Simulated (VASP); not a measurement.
A run of VASP 6.6.1 is set up as follows.

INCAR

```
PREC = Accurate
ENCUT = 600
EDIFF = 1E-7
ISMEAR = 0
SIGMA = 0.03
LREAL = F
LASPH = T
NELM = 80
ALGO = Normal
ISIF = 4
LWAVE = F
LCHARG = F
METAGGA = R2SCAN
LMIXTAU = T
IBRION = 2
NSW = 40
EDIFFG = -0.01
KPAR = 2
```

Contents of KPOINTS:

```
regular mesh
0
Gamma
  12 12 12
```

POSCAR

```
CO2                                     
1.0
   -1.9577528647      1.9577528647      2.9695540879
    1.9577528647     -1.9577528647      2.9695540879
    1.9577528647      1.9577528647     -2.9695540879
  C               O             
     2     4
Direct
     1.0000000000000000    0.0000000000000000    1.0000000000000000
     0.7500000000000000    0.2500000000000000    0.5000000000000000
     0.3750000000000000    0.2930168707317625    0.4180168707317625
     0.7069831292682375    0.1250000000000000    0.0819831292682376
     0.8750000000000000    0.9569831292682375    0.5819831292682375
     0.0430168707317624    0.6250000000000000    0.9180168707317625
```

Potentials or basis: VASP PAW PBE potentials, release 64 (C, O).

Run with:

```bash
$ cat potpaw_PBE.64/C/POTCAR potpaw_PBE.64/O/POTCAR > POTCAR
$ mpirun -np 2 vasp_std > vasp.out
```

Q: Predict the band gap on the k mesh.

A: 8.45 eV, indirect (least direct gap 8.84 eV).

Final structure:
```
C O
1.0
    -1.95775    1.95775    2.96955
     1.95775   -1.95775    2.96955
     1.95775    1.95775   -2.96955
C O
2 4
Cartesian
  0.0000 0.0000 0.0000
  0.0000 1.9578 1.4848
  0.6579 0.9789 0.7424
  -0.9789 1.2999 2.2272
  1.2999 0.9789 3.7119
  2.9366 0.6579 -0.7424
```

Caveat: the relaxation stopped at its first step, so nothing moved. A k mesh can miss the band edges.
